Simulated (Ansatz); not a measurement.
AlNi3:

```
Ni Al
1.0
     3.52305    0.00000    0.00000
     0.00000    3.52305    0.00000
     0.00000    0.00000    3.52305
Ni Al
3 1
Direct
  0.50000 0.50000 0.00000
  0.50000 0.00000 0.50000
  0.00000 0.50000 0.50000
  0.00000 0.00000 0.00000
```

The cell is a database's computed one.

Alike in all runs: program Ansatz 0.2.0; functional PBE; potentials or basis Ansatz PAW; cutoff 420 eV (not typed: the program's choice for these potentials); k mesh 8 × 8 × 8; occupations fermi-dirac, width 0.05 eV.

Starts and where they ended:

```csv
start,free energy over the lowest (meV/atom),net moment (μB),site or absolute moments (μB),gap
"collinear spin, ferromagnetic start of up to 1 μB",0.0,0.70,Ni +0.26; Al -0.02,none (metal or under the smearing width)
"collinear spin, ferrimagnetic start of up to 1 μB",0.0,0.70,Ni +0.26; Al -0.02,none (metal or under the smearing width)
no spin polarisation,2.5,-,-,none (metal or under the smearing width)
"collinear spin, ferromagnetic start of up to 2.5 μB",0.0,0.70,Ni +0.26; Al -0.02,none (metal or under the smearing width)
"collinear spin, antiferromagnetic start of up to 1 μB",0.0,0.70,Ni +0.26; Al -0.02,none (metal or under the smearing width)
"collinear spin, random start of up to 0.65 μB",0.0,0.70,Ni +0.26; Al -0.02,none (metal or under the smearing width)
```

Allowing spin polarisation gains 3 meV/atom. A still lower state may exist.

Caveats: the starting moments weren't kept (some runs).
